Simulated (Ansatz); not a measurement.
Crystal: Ge.

```
Ge
1.0
    -2.57449    2.57449    1.39741
     2.57449   -2.57449    1.39741
     2.57449    2.57449   -1.39741
Ge
2
Direct
  0.50000 0.50000 0.00000
  0.25000 0.75000 0.50000
```

This isn't the form of Ge at room conditions, which is diamond.

Below is the output of Ansatz 0.2.0 for this cell. Logs are shortened: lines on timing, memory, paths and dates and some standing lists are left out, and cuts for length are marked.

```text
Warning: RAYON_NUM_THREADS=2 ignored (pool sized by the plan → 2); use --threads N
Engine: ansatz 0.2.0, x86_64-unknown-linux-gnu
Pseudopotentials: kind: paw
Pseudopotential: Ge, paw, valence charge 14, recommended cutoff 420 eV (normal), Ge.paw.azcp
Functional definition: PBE
  parameter kappa = 0.804
  parameter beta = 0.06672455060314922
  exchange = pbe_x(kappa = kappa, mu = beta*pi^2/3)
  correlation = pbe_c(beta = beta)
Crystal: 2 atoms, lattice volume = 37.048 Å³
Basis set: ecut = 420 eV, 733 PW (Γ), exchange–correlation on 54×54×54 points (8 copies of the dense FFT grid, shifted against one another)
Bands: 18, of which v1, the nominal top of the filled ones, is band 14 counted from 1 (13 counted from 0)
Symmetry: 16 space group operations
Space group: I41/amd (ITA 141), of the structure as read, at distance tolerance 3.3e-5 Å
k-points: 126 of 1331
Non-local potential: Ge, projectors of the file, l = 0: 2, l = 1: 2, l = 2: 3, l = 3: 1
PAW form: soft (Blöchl's): semilocal exchange-correlation on the pseudo side does not see the compensation charge
PAW one-centre angular grid: Ge, 590 points (default); XC on 64 Gauss nodes
Initial density: superposition of atomic densities (neutral atoms: chi_scale 0, normalization atom), corrected by the library's trained network
Initial wavefunctions: pseudopotential atomic-orbital guess
Functional: x = pbe(κ = 0.804, μ = 0.2195149727645171), c = pbe(β = 0.06672455060314922)
SCF iter   1: F=—  HF=-8589.494061 eV  |F-HF|=—  |Δ(HF+E_count)|=         —  Δρ=1.35e-3  dr2=4.01e-4  ethr=1.77e-3  ⟨swp⟩=6.0  Hψ=9733  notcnv=0
preconditioner: auto → Kerker (q_TF=auto, 2.604 Å⁻¹)  [metal: Δε(μ)=0.014 eV  Ē_g=23.529 eV  σ=0.021 eV  W_gap=0.35  n_scr=16 (ndim 8)  ℏωp=32.3 eV  f_vac=0.000  D(μ)=2.08/eV (n_scr^D=16)]
SCF iter   2: F=—  HF=-8589.493673 eV  |F-HF|=—  |Δ(HF+E_count)|=   3.88e-4  Δρ=8.42e-4  dr2=1.58e-4  ethr=1.43e-6  ⟨swp⟩=2.5  Hψ=4637  notcnv=0
SCF iter   3: F=—  HF=-8589.493778 eV  |F-HF|=—  |Δ(HF+E_count)|=   1.05e-4  Δρ=2.65e-4  dr2=1.27e-5  ethr=5.65e-7  ⟨swp⟩=2.0  Hψ=4009  notcnv=0
SCF iter   4: F=—  HF=-8589.493757 eV  |F-HF|=—  |Δ(HF+E_count)|=   2.18e-5  Δρ=1.04e-4  dr2=2.08e-6  ethr=4.52e-8  ⟨swp⟩=2.0  Hψ=3855  notcnv=0
SCF iter   5: F=—  HF=-8589.493756 eV  |F-HF|=—  |Δ(HF+E_count)|=   6.31e-7  Δρ=3.49e-5  dr2=3.16e-7  ethr=7.42e-9  ⟨swp⟩=2.0  Hψ=3508  notcnv=0
SCF iter   6: F=-8589.493756 eV  HF=-8589.493756 eV  |F-HF|=1.64e-9  |Δ(HF+E_count)|=   1.70e-7  Δρ=4.97e-6  dr2=7.51e-9  ethr=3.57e-10  ⟨swp⟩=7.5  Hψ=11398  notcnv=0
SCF 1 converged in 6 iterations: F = -8589.493756 eV  dr2 = 7.51e-9
  greatest PAW one-centre occupation: 0.998 electrons in one spin orbital (limit 2), on the Ge atom at site 1 (counted from 0), in its partial waves of l = 2
SCF converged after 6 iterations
Free energy (F): -8589.493756 eV
Harris-Foulkes:  -8589.493756 eV  (|F-HF|=1.64e-9)
Internal energy: -8589.493280 eV  (E = F + TS)
E sigma→0 (E₀):  -8589.493518 eV
Entropy (-TS):   -0.000476 eV (-0.238 meV/atom)
Fermi energy:    11.239052 eV
--- Per-component energies (eV) ---
  E_band       = -221.737238
  E_kinetic    = 222.080322
  E_local      = -4288.289683  (includes V_loc(G=0)·N_el)
  E_nonlocal   = 833.027395
  E_hartree    = 1879.531074
  E_xc         = -151.593835
  E_vxc        = -129.726312  (∫ρ·V_xc dr)
  E_paw        = -4035.446405  (= ΣΔE_a)
  E_vpaw       = -617.893482  (= ΣTr[D̂ρ^β])
  E_aug_tail   = 0.000602  (compensation charges beyond the density's cutoff)
  E_ewald      = -3048.802751
  E_smearing   = -0.000476  (= −TS)
  E_closure    = 0.000000  (closes the sum)
  Σ components = -8589.493756   (vs F -8589.493756, Δ=0.00e0)
--- Forces (eV/Å), atoms counted from 1 ---
  atom   1  Ge    -0.00000000     0.00000000     0.00000000
  atom   2  Ge    -0.00000000     0.00000000     0.00000000
  max |Σ_I F_I| component: 2.08e-17 eV/Å
--- Stress (GPa, compression-positive) ---
        3.064299       0.000000       0.000000
        0.000000       3.064299       0.000000
       -0.000000       0.000000       3.521989
  P = ⅓ Tr σ = 3.2169 GPa (32.169 kbar)
--- Band table (eV; the first three rows and the last of 126) ---
  k-point 0: bands = ["-13.5527", "-13.5087", "-13.4781", "-13.4764", "-13.3715", "-13.3715", "-13.3651", "-13.3651", "-13.3034", "-13.2360", "-2.1144", "7.1295", "8.8514", "8.8514", "14.4706", "18.7941", "18.7941", "19.3424"]
  k-point 1: bands = ["-13.5483", "-13.5095", "-13.4791", "-13.4741", "-13.3734", "-13.3692", "-13.3639", "-13.3635", "-13.3060", "-13.2407", "-2.0231", "6.3147", "8.9516", "9.4544", "14.9427", "17.7952", "18.2979", "19.4690"]
  k-point 2: bands = ["-13.5354", "-13.5115", "-13.4859", "-13.4625", "-13.3795", "-13.3635", "-13.3611", "-13.3587", "-13.3138", "-13.2537", "-1.7492", "4.9520", "9.2511", "10.2764", "16.2619", "16.3421", "17.1950", "19.2491"]
  k-point 125: bands = ["-13.5147", "-13.5142", "-13.3986", "-13.3873", "-13.3775", "-13.3737", "-13.3685", "-13.3614", "-13.3612", "-13.3590", "2.0267", "2.3599", "5.3274", "5.6636", "17.3854", "17.3946", "21.7080", "22.0919"]
```

**Question.** What input gives this log?

**Answer.** Single point with PBE, no spin polarisation. The files as run (others can give the same):

input.yaml
```yaml
crystal:
  lattice:
    - [-2.574489719, 2.574489719, 1.3974126432]
    - [2.574489719, -2.574489719, 1.3974126432]
    - [2.574489719, 2.574489719, -1.3974126432]
  atoms:
    - { symbol: Ge, position: [0.5, 0.5, 0.0] }
    - { symbol: Ge, position: [0.25, 0.75, 0.5] }
hamiltonian:
  xc: pbe
  pseudopotentials: { kind: paw }
kpoints:
  mp_grid: { grid: [11, 11, 11] }
scf:
  occupations: { method: gaussian, width: 0.021 }
output:
  forces: true
  stress: true
  eigenvalues: true
  write_density: true
  write_potential: true
  elf: true
  volumetric_format: npy
```

Potentials or basis: Ansatz PAW.
Run with:
```sh
$ ansatz run input.yaml --threads 2 --pin off --max-ram 5632MiB --backend cpu --events-out ev --progress --plain --runs-dir out
```
